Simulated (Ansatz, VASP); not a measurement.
TePb (mix): VASP beside Ansatz

INCAR

```
SYSTEM = TePb
  PREC = Accurate
  ENCUT = 600
  EDIFF = 1E-6
  ISMEAR = 0
  SIGMA = 0.02
  LREAL = .False.
  LASPH = .True.
  NELM = 100
  ALGO = Fast
  ISIF = 3
  LWAVE = .False.
  LCHARG = .False.
  GGA = PE
  IBRION = 2
  NSW = 100
  EDIFFG = -0.002
```

File KPOINTS:

```
Automatic mesh
0
Gamma
  8 8 8
  0 0 0
```

Contents of POSCAR:

```
TePb
1.0
    0.0000000000      3.2310000000      3.2310000000
    3.2310000000      0.0000000000      3.2310000000
    3.2310000000      3.2310000000      0.0000000000
Te Pb
1 1
Direct
    0.5000000000      0.5000000000      0.5000000000
    0.0000000000      0.0000000000      0.0000000000
```

Input for Ansatz:

```yaml
crystal:
  lattice:
    - [0.0, 3.231, 3.231]
    - [3.231, 0.0, 3.231]
    - [3.231, 3.231, 0.0]
  atoms:
    - { symbol: Te, position: [0.5, 0.5, 0.5] }
    - { symbol: Pb, position: [0.0, 0.0, 0.0] }
basis:
  ecutwfc: 420
kpoints:
  mp_grid: { grid: [8, 8, 8] }
hamiltonian:
  xc: pbe
scf:
  occupations: { method: gaussian, width: 0.02 }
  mixing: { beta: 0.2 }
  n_extra_bands: 16
output:
  forces: true
  stress: true
  eigenvalues: true
relax:
  adjacent_minimum: "off"
  f_tol: 0.002
  max_steps: 80
  cell: { stress_tol: 0.02 }
```

Alike in both runs: task relaxation of cell and atoms; functional PBE; k mesh 8 × 8 × 8; occupations gaussian, width 0.02 eV; no spin polarisation.

```csv
,VASP,Ansatz
version,VASP 6.6.1,Ansatz 0.2.0
potentials or method,"VASP PAW PBE potentials, release 64 (Te, Pb_d)","scalar-relativistic, plane waves, PAW"
plane-wave cutoff (eV),600,420
valence electrons in the cell,20,30
```

VASP gave:

- gap on the k mesh at the Fermi level, each at its own relaxed structure (eV): 0.83
- relaxed volume (Å³/atom): 35.42
- relaxed cell length with the largest relative difference (Å): 4.644
- energy change over the relaxation (meV/atom): -11

Problem. Which values does Ansatz return?

Solution. gap on the k mesh at the Fermi level, each at its own relaxed structure (eV): 0.83; relaxed volume (Å³/atom): 35.44; relaxed cell length with the largest relative difference (Å): 4.645; energy change over the relaxation (meV/atom): -11.

The two sets of potentials don't hold the same shells in valence.

Caveats: spin-orbit coupling is left out, which as a rule narrows the gap of such compounds by several tenths of an eV. PBE usually gives volumes a little too large and moduli too small. Zero-point motion and thermal expansion aren't in these numbers.
